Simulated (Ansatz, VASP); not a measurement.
Two plane-wave programs on Sr

INCAR

```
PREC = Accurate ; ENCUT = 520
EDIFF = 1E-6 ; ISMEAR = -1
SIGMA = 0.05 ; LREAL = F
LASPH = T ; NELM = 80
ALGO = Normal ; ISIF = 2
LWAVE = F ; LCHARG = T
GGA = PS ; LELF = T
LVHAR = T ; NBANDS = 11
```

KPOINTS

```
Automatic mesh
0
Gamma
  7 7 7
```

Contents of POSCAR:

```
Sr
1.0
   -2.4670431483      2.4670431483      2.4670431483
    2.4670431483     -2.4670431483      2.4670431483
    2.4670431483      2.4670431483     -2.4670431483
Sr
1
Direct
    0.0000000000      0.0000000000      0.0000000000
```

Input for Ansatz:

```yaml
crystal:
  lattice:
    - [-2.467043148302132, 2.467043148302132, 2.467043148302132]
    - [2.467043148302132, -2.467043148302132, 2.467043148302132]
    - [2.467043148302132, 2.467043148302132, -2.467043148302132]
  atoms:
    - { symbol: Sr, position: [0.0, 0.0, 0.0] }
basis:
  ecutwfc: 435.382179935808
kpoints:
  mp_grid:
    grid: [7, 7, 7]
hamiltonian:
  xc: pbesol
scf:
  occupations:
    method: fermi_dirac
    width: 0.05
output:
  stress: true
```

This isn't the form of Sr at room conditions, which is fcc.

Alike in both runs: task single point; functional PBEsol; k mesh 7 × 7 × 7; occupations fermi-dirac, width 0.05 eV; no spin polarisation.

|  | VASP | Ansatz |
| --- | --- | --- |
| version | VASP 6.6.1 | Ansatz 0.2.0 |
| potentials or method | VASP PAW PBE potentials, release 64 (Sr_sv) | plane waves, PAW |
| plane-wave cutoff (eV) | 520 | 435 |
| valence electrons in the cell | 10 | 10 |

```csv
,VASP,Ansatz,Ansatz less VASP
pressure (GPa),-1.5,-1.5,-0.01
```

Caveats: the PAW data sets were made with another functional, which shifts forces and pressure a little (VASP).
